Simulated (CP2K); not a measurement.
Runs of CP2K 2026.2 on SnSe. The structure is orthorhombic, space group Pnma (No. 62). Conventional cell: a = 11.420 Å, b = 4.190 Å, c = 4.460 Å, α = 90.00°, β = 90.00°, γ = 90.00°. Around Sn (site symmetry m) lie 3 Se at 2.69 to 2.83 Å. Se (site symmetry m) is surrounded by 3 Sn at 2.69 to 2.83 Å. 

```csv
level,cutoff of the non-local correlation (Ry),gap on the mesh (eV),pressure (GPa),largest force (eV/Å)
BEEF-vdW,300,0.97,4.5,0.26
OLYP,-,0.93,(a),0.24
LDA,-,-,2.1,0.49
PBEsol,-,-,2.2,0.47
PW91,-,0.86,3.7,0.39
r2SCAN,-,1.03,3.5,(b)
```

Alike in all rows: task band structure; potentials or basis POTENTIAL_UZH Sn GTH-PBE-q4, Se GTH-PBE-q6; DZVP-MOLOPT-PBE-GTH basis; no spin polarisation; cell as given; k mesh 2 × 5 × 5; smearing fermi-dirac 0.05 eV.

Question: Estimate the missing entries.

Answer: (a) 3.6; (b) 0.31.

Caveats: the potentials were made for another functional, which shifts forces and pressure; spin-orbit coupling is left out, which moves the levels of the heavy elements; the basis of atomic orbitals isn't converged, which shifts pressures, moduli and gaps; the mesh misses the band edges, which the band path finds closer together (some runs).

A k mesh can miss the band edges, and the runs leave out spin-orbit coupling on Se, Sn.

Runs at the PBE level aren't shown here.
